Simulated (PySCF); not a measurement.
**TePb under changes of volume**

One of the cells (33.730 Å³/atom); the others are scaled copies at fixed shape and fractional positions:

```xyz
2
Lattice="0.0000 3.2310 3.2310 3.2310 0.0000 3.2310 3.2310 3.2310 0.0000" Properties=species:S:1:pos:R:3 pbc="T T T"
Pb    0.0000    0.0000    0.0000
Te    3.2310    3.2310    3.2310
```

| Item | Value |
| --- | --- |
| Program | PySCF 2.14.0 |
| Functional | PBEsol |
| Potentials or basis | DZVP-MOLOPT-SR/GTH-PBE (potentials made for PBE) |
| k mesh | 6 × 6 × 6 |
| Occupations | fermi-dirac, width 0.05 eV |
| Spin | no spin polarisation |

```csv
volume (Å³/atom),energy over the lowest point (meV/atom),gap on the mesh (eV)
31.706,36.14,0.50
32.380,20.12,0.54
33.055,?,?
33.730,2.55,0.63
34.404,0.00,0.67
35.079,1.05,0.70
35.753,5.31,0.73
```

What does the run at 33.055 Å³/atom give?

Energy over the lowest point 9.10 meV/atom; gap on the mesh 0.59 eV.

Worked out: A Birch-Murnaghan fit of order 3 (a polynomial in V^(-2/3)) to the other rows has its minimum at 34.53 Å³/atom with B0 = V·E''(V) = 43 GPa and B' = 4.6. It gives 9.09 meV/atom at 33.055 Å³/atom, against the run's 9.10. A straight line through the other rows of the gap, of slope 1.96 eV per unit of ln V (its deformation potential), gives 0.58 eV, against the run's 0.59.

Energies are extrapolated to zero smearing.

Caveats: the potentials were made for another functional, which shifts forces and pressure; spin-orbit coupling is left out, which as a rule narrows the gap of such compounds by several tenths of an eV; the basis of atomic orbitals isn't converged, which shifts pressures, moduli and gaps.

A mesh can miss the band edges.
